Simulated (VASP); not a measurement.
# BaH2 (P6_3/mmc) in VASP: equation of state, part 2 of 2

VASP 6.6.1. Earlier steps stand in the parts before.

## 3. Equation of state, PBEsol, 16.71 Å³/atom (volume scaled by 0.96)

File INCAR:

```
SYSTEM = BaH2
PREC = Accurate ; ENCUT = 520
EDIFF = 1E-7 ; ISMEAR = -1
SIGMA = 0.05 ; LREAL = .FALSE.
LASPH = .TRUE. ; NELM = 100
ALGO = Normal ; ISIF = 2
LWAVE = .FALSE. ; LCHARG = .FALSE.
GGA = PS ; NBANDS = 21
KPAR = 2
```

File KPOINTS:

```
Automatic mesh
0
G
  7 7 5
  0 0 0
```

File POSCAR:

```
BaH2
1.0
    4.4017200240      0.0000000000      0.0000000000
   -2.2008600120      3.8120013612      0.0000000000
    0.0000000000      0.0000000000      5.9734542796
Ba H
2 4
Direct
    0.3333333333      0.6666666667      0.2500000000
    0.6666666667      0.3333333333      0.7500000000
    0.0000000000      0.0000000000      0.0000000000
    0.0000000000      0.0000000000      0.5000000000
    0.6666666667      0.3333333333      0.2500000000
    0.3333333333      0.6666666667      0.7500000000
```

Potentials or basis: VASP PAW PBE potentials, release 64 (Ba_sv, H).

Command:

```console
cat potpaw_PBE.64/Ba_sv/POTCAR potpaw_PBE.64/H/POTCAR > POTCAR
mpirun -np 2 vasp_std > vasp.out
```

OUTCAR:

```text
SYSTEM = BaH2
   PREC = Accurate
   ENCUT = 520
   EDIFF = 1E-7
   ISMEAR = -1
   LREAL = .FALSE.
   LASPH = .TRUE.
   NELM = 100
   ISIF = 2
   GGA = PS

 Found     24 irreducible k-points:

 Following reciprocal coordinates:
            Coordinates               Weight
  0.000000  0.000000  0.000000      1.000000
  0.142857  0.000000  0.000000      6.000000
  0.285714 -0.000000  0.000000      6.000000
  0.428571  0.000000  0.000000      6.000000
  0.142857  0.142857  0.000000      6.000000
  0.285714  0.142857  0.000000     12.000000
   k-points           NKPTS =     24   k-points in BZ     NKDIM =     24   number of bands    NBANDS=     21
   number of dos      NEDOS =    301   number of ions     NIONS =      6
   total plane-waves  NPLWV =  62208
   dimension x,y,z NGX =    36 NGY =   36 NGZ =   48
   dimension x,y,z NGXF=    72 NGYF=   72 NGZF=   96
   ions per type =               2   4
   NGX,Y,Z   is equivalent  to a cutoff of  13.60, 13.60, 13.36 a.u.
   NGXF,Y,Z  is equivalent  to a cutoff of  27.19, 27.19, 26.72 a.u.
 SYSTEM =  BaH2
   PREC   = accura    normal or accurate (medium, high low for compatibility)
   ISTART =      0    job   : 0-new  1-cont  2-samecut
   ICHARG =      2    charge: 1-file 2-atom 10-const
   ISPIN  =      1    spin polarized calculation?
   LNONCOLLINEAR =      F non collinear calculations
   LSORBIT =      F    spin-orbit coupling
   LASPH  =      T    aspherical Exc in radial PAW
   ENCUT  =  520.0 eV  38.22 Ry    6.18 a.u.   8.18  8.18 11.11*2*pi/ulx,y,z
   NELM   =    100;   NELMIN=  2; NELMDL= -5     # of ELM steps
   EDIFF  = 0.1E-06   stopping-criterion for ELM
   LREAL  =      F    real-space projection
   EDIFFG = 0.1E-05   stopping-criterion for IOM
   NSW    =      0    number of steps for IOM
   IBRION =     -1    ionic relax: 0-MD 1-quasi-New 2-CG
   NFREE  =      0    steps in history (QN), initial steepest desc. (CG)
   ISIF   =      2    stress and relaxation
   ISYM   =      2    0-nonsym 1-usesym 2-fastsym
   POTIM  = 0.5000    time-step for ionic-motion
   TEBEG  =    0.0;   TEEND  =   0.0 temperature during run
   PSTRESS=    0.0 pullay stress
   NELECT =      24.0000    total number of electrons
   NUPDOWN=      -1.0000    fix difference up-down
   EMIN   =  10.00;   EMAX   =-10.00  energy-range for DOS
   EFERMI =   0.00;   METHOD = LEGACY
   ISMEAR =    -1;   SIGMA  =   0.05  broadening in eV -4-tet -1-fermi 0-gaus
   EFERMI_NEDOS =   21; number of points for ismear=-14 and -15
   IALGO  =     38    algorithm
   IMIX   =      4    mixing-type and parameters
     AMIX     =   0.40;   BMIX     =  1.00
     AMIX_MAG =   1.60;   BMIX_MAG =  1.00
  volume/ion in A,a.u.               =      16.71       112.73
  Fermi-wavevector in a.u.,A,eV,Ry     =   1.016588  1.921072 14.060952  1.033451
  Thomas-Fermi vector in A             =   2.149940
   LORBIT       =      0    0 simple, 1 ext, 2 COOP (PROOUT), +10 PAW based schemes
   GGA     = PS    functional components
   LHFCALC =     F    Hartree Fock is set to
   AEXX    =    0.0000 exact exchange contribution
   IVDW    =     0    specifies the selected vdW correction
   LEPSILON=     F    determine dielectric tensor
   LRPA    =     F    only Hartree local field effects (RPA)
 non-spin polarized calculation
  energy-cutoff  :      520.00
  volume of cell :      100.23
 maximum number of plane-waves:      2705
 NGX is ok and might be reduce to    36
   NGX = 17   NGY = 17   NGZ = 23

 number of electron      23.9999998 magnetization

 Free energy of the ion-electron system (eV)
  ---------------------------------------------------
  ext. energy  EPLUGINS =         0.00000000
  ---------------------------------------------------
  free energy    TOTEN  =       -20.46170498 eV

  energy without entropy =      -20.46170497  energy(sigma->0) =      -20.46170498

 E-fermi :   2.0397     XC(G=0):  -8.9982

 val. band max:        1.2506587519   @ k =   0.0000   0.0000   0.0000
 cond. band min:       2.9202256796   @ k =   0.2857   0.2857   0.4000
 fundamental gap:      1.6695669278
 Fermi energy:         2.0396927265

 k-point     1 :       0.0000    0.0000    0.0000
  band No.  band energies     occupation
      1     -25.8090      2.00000
      2     -25.6008      2.00000
      3     -11.7323      2.00000
      4     -10.8106      2.00000
      5     -10.8106      2.00000
      6     -10.5316      2.00000
[... 13 lines left out ...]
     20       7.0168      0.00000
     21       7.0200      0.00000

 k-point     2 :       0.1429    0.0000    0.0000
  band No.  band energies     occupation
      1     -25.7926      2.00000
      2     -25.6025      2.00000
      3     -11.6690      2.00000
      4     -10.9223      2.00000
      5     -10.8524      2.00000
      6     -10.6626      2.00000
[... 13 lines left out ...]
     20       7.5697      0.00000
     21       7.9018      0.00000

 k-point     3 :       0.2857   -0.0000    0.0000
  band No.  band energies     occupation
      1     -25.7513      2.00000
      2     -25.6106      2.00000
      3     -11.4997      2.00000
      4     -11.1825      2.00000
      5     -10.9362      2.00000
      6     -10.9053      2.00000
[... 13 lines left out ...]
     20       7.7094      0.00000
     21       8.4932      0.00000

 k-point     4 :       0.4286    0.0000    0.0000
  band No.  band energies     occupation
      1     -25.7082      2.00000
      2     -25.6270      2.00000
      3     -11.3912      2.00000
      4     -11.3003      2.00000
      5     -11.0657      2.00000
      6     -10.9969      2.00000
[... 13 lines left out ...]
     20       8.1571      0.00000
     21       8.7742      0.00000

 k-point     5 :       0.1429    0.1429    0.0000
  band No.  band energies     occupation
      1     -25.7636      2.00000
      2     -25.6075      2.00000
      3     -11.5521      2.00000
      4     -11.0468      2.00000
      5     -11.0169      2.00000
      6     -10.7839      2.00000
[... 13 lines left out ...]
     20       8.0188      0.00000
     21       8.1487      0.00000

 k-point     6 :       0.2857    0.1429    0.0000
  band No.  band energies     occupation
      1     -25.7196      2.00000
      2     -25.6216      2.00000
      3     -11.3577      2.00000
      4     -11.2806      2.00000
      5     -11.1081      2.00000
      6     -10.9372      2.00000
[... 13 lines left out ...]
     20       8.2009      0.00000
     21       8.8457      0.00000

 [... further k-points ...]

------------------------ aborting loop because EDIFF is reached ----------------------------------------

  FORCE on cell =-STRESS in cart. coord.  units (eV):
  Direction    XX          YY          ZZ          XY          YZ          ZX
  --------------------------------------------------------------------------------------
  -------------------------------------------------------------------------------------
  Total       -0.0778402     -0.0778402     -0.5708475     -0.0000000      0.0000000      0.0000000
  in kB       -1.2442667     -1.2442667     -9.1249331     -0.0000000      0.0000000      0.0000000
  external PRESSURE =      -3.8711555 kB  Pullay stress =       0.0000000 kB

 VOLUME and BASIS-vectors are now :
 -----------------------------------------------------------------------------
  energy-cutoff  :      520.00
  volume of cell :      100.23
      direct lattice vectors                 reciprocal lattice vectors
     4.401720024  0.000000000  0.000000000     0.227183918  0.131164696  0.000000000
    -2.200860012  3.812001361  0.000000000     0.000000000  0.262329392  0.000000000
     0.000000000  0.000000000  5.973454280     0.000000000  0.000000000  0.167407325

 POSITION                                       TOTAL-FORCE (eV/Angst)
 -----------------------------------------------------------------------------------
     -0.00000      2.54133      1.49336         0.000000     -0.000000     -0.000000
      2.20086      1.27067      4.48009        -0.000000      0.000000     -0.000000
      0.00000      0.00000      0.00000         0.000000      0.000000      0.000000
      0.00000      0.00000      2.98673         0.000000      0.000000      0.000000
      2.20086      1.27067      1.49336         0.000000      0.000000      0.000000
     -0.00000      2.54133      4.48009        -0.000000      0.000000      0.000000
 -----------------------------------------------------------------------------------
    total drift:                               -0.000000      0.000000     -0.000000

  FREE ENERGIE OF THE ION-ELECTRON SYSTEM (eV)
  ---------------------------------------------------
  free  energy   TOTEN  =       -20.4617049786 eV

  energy  without entropy=      -20.4617049738  energy(sigma->0) =      -20.46170498
```

It took 37 s on 2 MPI ranks of AMD EPYC 7R13 (Zen 3), shared host; peak memory 0.23 GiB.

What came out:

* Free energy: -20.4617 eV
* Pressure: -0.4 GPa
* Band gap on the k mesh: 1.67 eV, indirect (least direct gap 2.50 eV)

Caveat: the PAW data sets were made with another functional, which shifts forces and pressure a little; spin-orbit coupling is left out, which moves the levels of the heavy elements; an odd mesh through Γ misses points on the zone boundary, where band edges often lie.

## 4. Equation of state, PBEsol, 17.05 Å³/atom (volume scaled by 0.98)

INCAR is that of step 3.

KPOINTS is that of step 3.

POSCAR, as its differences from that of step 3:

```diff
@@ -2,5 +2,5 @@
 1.0
-    4.4017200240      0.0000000000      0.0000000000
-   -2.2008600120      3.8120013612      0.0000000000
-    0.0000000000      0.0000000000      5.9734542796
+    4.4320776731      0.0000000000      0.0000000000
+   -2.2160388366      3.8382918565      0.0000000000
+    0.0000000000      0.0000000000      6.0146518179
 Ba H
```

Command:

```console
cat potpaw_PBE.64/Ba_sv/POTCAR potpaw_PBE.64/H/POTCAR > POTCAR
mpirun -np 2 vasp_std > vasp.out
```

Run time: 37 s. Hardware: 2 MPI ranks of AMD EPYC 7R13 (Zen 3), shared host; peak memory 0.23 GiB.

Results (log left out):

| Quantity | Value |
| --- | --- |
| Free energy | -20.4527 eV |
| Pressure | -1.1 GPa |
| Band gap on the k mesh | 1.66 eV, indirect (least direct gap 2.50 eV) |

Caveat: the PAW data sets were made with another functional, which shifts forces and pressure a little; spin-orbit coupling is left out, which moves the levels of the heavy elements; an odd mesh through Γ misses points on the zone boundary, where band edges often lie.

## 5. Equation of state, PBEsol, 17.75 Å³/atom (volume scaled by 1.02)

INCAR is that of step 4.

KPOINTS is that of step 4.

POSCAR, as its differences from that of step 4:

```diff
@@ -2,5 +2,5 @@
 1.0
-    4.4320776731      0.0000000000      0.0000000000
-   -2.2160388366      3.8382918565      0.0000000000
-    0.0000000000      0.0000000000      6.0146518179
+    4.4915757483      0.0000000000      0.0000000000
+   -2.2457878742      3.8898187011      0.0000000000
+    0.0000000000      0.0000000000      6.0953950341
 Ba H
```

Command:

```console
cat potpaw_PBE.64/Ba_sv/POTCAR potpaw_PBE.64/H/POTCAR > POTCAR
mpirun -np 2 vasp_std > vasp.out
```

Run time: 40 s. Hardware: 2 MPI ranks of AMD EPYC 7R13 (Zen 3), shared host; peak memory 0.23 GiB.

It converged, with:

```
Free energy            : -20.4087 eV
Pressure               : -2.3 GPa
Band gap on the k mesh : 1.65 eV, indirect (least direct gap 2.50 eV)
```

Caveat: the PAW data sets were made with another functional, which shifts forces and pressure a little; spin-orbit coupling is left out, which moves the levels of the heavy elements; an odd mesh through Γ misses points on the zone boundary, where band edges often lie.

## 6. Equation of state, PBEsol, 18.10 Å³/atom (volume scaled by 1.04)

INCAR is that of step 5.

KPOINTS is that of step 5.

POSCAR, as its differences from that of step 5:

```diff
@@ -2,5 +2,5 @@
 1.0
-    4.4915757483      0.0000000000      0.0000000000
-   -2.2457878742      3.8898187011      0.0000000000
-    0.0000000000      0.0000000000      6.0953950341
+    4.5207426418      0.0000000000      0.0000000000
+   -2.2603713210      3.9150779719      0.0000000000
+    0.0000000000      0.0000000000      6.1349766304
 Ba H
```

Potentials or basis: VASP PAW PBE potentials, release 64 (Ba_sv, H).

Command:

```console
cat potpaw_PBE.64/Ba_sv/POTCAR potpaw_PBE.64/H/POTCAR > POTCAR
mpirun -np 2 vasp_std > vasp.out
```

Wall time 39 s (2 MPI ranks of AMD EPYC 7R13 (Zen 3), shared host); peak memory 0.23 GiB.

It converged, with:

```yaml
Free_energy: -20.3754 eV
Pressure: -2.9 GPa
Band_gap_on_the_k_mesh: 1.64 eV, indirect (least direct gap 2.50 eV)
```

Caveat: the PAW data sets were made with another functional, which shifts forces and pressure a little; spin-orbit coupling is left out, which moves the levels of the heavy elements; an odd mesh through Γ misses points on the zone boundary, where band edges often lie.

## 7. Equation of state, PBEsol, 18.45 Å³/atom (volume scaled by 1.06)

INCAR is that of step 6.

KPOINTS is that of step 6.

POSCAR, as its differences from that of step 6:

```diff
@@ -2,5 +2,5 @@
 1.0
-    4.5207426418      0.0000000000      0.0000000000
-   -2.2603713210      3.9150779719      0.0000000000
-    0.0000000000      0.0000000000      6.1349766304
+    4.5495379573      0.0000000000      0.0000000000
+   -2.2747689787      3.9400154466      0.0000000000
+    0.0000000000      0.0000000000      6.1740539683
 Ba H
```

Command:

```console
cat potpaw_PBE.64/Ba_sv/POTCAR potpaw_PBE.64/H/POTCAR > POTCAR
mpirun -np 2 vasp_std > vasp.out
```

Wall time 44 s (2 MPI ranks of AMD EPYC 7R13 (Zen 3), shared host); peak memory 0.23 GiB.

It converged, with:

```
Free energy            : -20.3354 eV
Pressure               : -3.4 GPa
Band gap on the k mesh : 1.64 eV, indirect (least direct gap 2.51 eV)
```

Caveat: the PAW data sets were made with another functional, which shifts forces and pressure a little; spin-orbit coupling is left out, which moves the levels of the heavy elements; an odd mesh through Γ misses points on the zone boundary, where band edges often lie.

## 8. Equation of state, PBEsol

Potentials or basis: VASP PAW PBE potentials, release 64 (Ba_sv, H).

This step only gathers the single runs of the series.

What came out:

| Item | Value |
| --- | --- |
| Equilibrium volume | 16.56 Å³/atom |
| Bulk modulus at fixed shape and positions | 38 GPa |
| Pressure derivative of the bulk modulus | 3.9 |

Energy against volume, from the lowest point:
```
volume (Å³/atom)  energy (meV/atom)
          16.357               0.16
          16.705               0.00
          17.053               1.50
          17.401               4.49
          17.749               8.83
          18.097              14.39
          18.445              21.05
```

Caveat: the cell was scaled at fixed shape and fractional positions, which overstates the stiffness of a crystal with free parameters, most of all of layers and chains; the PAW data sets were made with another functional, which shifts forces and pressure a little.
